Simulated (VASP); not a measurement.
## Ag: single point with LDA

Ag:

```
CELL_PARAMETERS angstrom
2.96452 0.00000 0.00000
-1.48226 2.56734 0.00000
0.00000 0.00000 4.84643
ATOMIC_POSITIONS crystal
Ag 0.33330 0.66670 0.25000
Ag 0.66660 0.33330 0.75000
```

This isn't the form of Ag at room conditions, which is fcc.

```json
{
 "Program": "VASP 6.6.1",
 "Task": "single point",
 "Functional": "LDA",
 "Potentials or basis": "VASP PAW LDA potentials, release 64 (Ag)",
 "Cutoff": "520 eV",
 "k mesh": "13 × 13 × 7",
 "Occupations": "fermi-dirac, width 0.1 eV",
 "Spin": "no spin polarisation"
}
```

The pressure is -12.8 GPa and the band gap on the k mesh is none (metal or under the smearing width).

Stress tensor (GPa, compression positive):
```
-13.20   0.00   0.00
  0.00 -13.20   0.00
  0.00   0.00 -11.87
```

Levels at points of the mesh, in eV from the Fermi level:
```csv
k point,band 7,band 8,band 9,band 10,band 11,band 12,band 13,band 14,band 15,band 16
"(0.00, 0.00, 0.00)",-4.24,-3.92,-3.92,-3.02,-3.02,-0.24,3.11,15.44,17.20,17.22
```

It took 29 s on 1 thread of Intel(R) Xeon(R) 6975P-C (Granite Rapids) (shared host), peak memory 0.21 GiB.
